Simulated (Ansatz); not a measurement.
**diamond against fcc along the 4d metals**

The calculation used DFT, PBE, plane waves (420 eV) with PAW, scalar-relativistic (Ansatz).

Each structure is relaxed within its symmetry, in the lowest magnetic state of the tried starts. Differences under about 8 meV lie within the error of the k-point mesh.

```csv
element,E(diamond) − E(fcc) (meV/atom),V(diamond) (Å³/atom),V(fcc) (Å³/atom),state of diamond,state of fcc
Y,1957,43.80,32.44,non-magnetic,non-magnetic
Zr,2349,31.43,23.21,ferromagnetic,spin not included
Nb,2208,25.78,18.79,non-magnetic,non-magnetic
Mo,1810,23.03,16.04,spin not included,spin not included
Ru,1070,20.28,13.85,non-magnetic,spin not included
Rh,1110,20.99,14.05,spin not included,non-magnetic
Pd,?,?,?,?,?
Ag,783,29.99,17.83,spin not included,spin not included
Cd,323,37.27,22.89,spin not included,spin not included
```

(1) Fill in the row of Pd.

Results:

(1) E(diamond) − E(fcc) (meV/atom): 1132; V(diamond) (Å³/atom): 24.50; V(fcc) (Å³/atom): 15.37; state of diamond: ferromagnetic; state of fcc: spin not included.
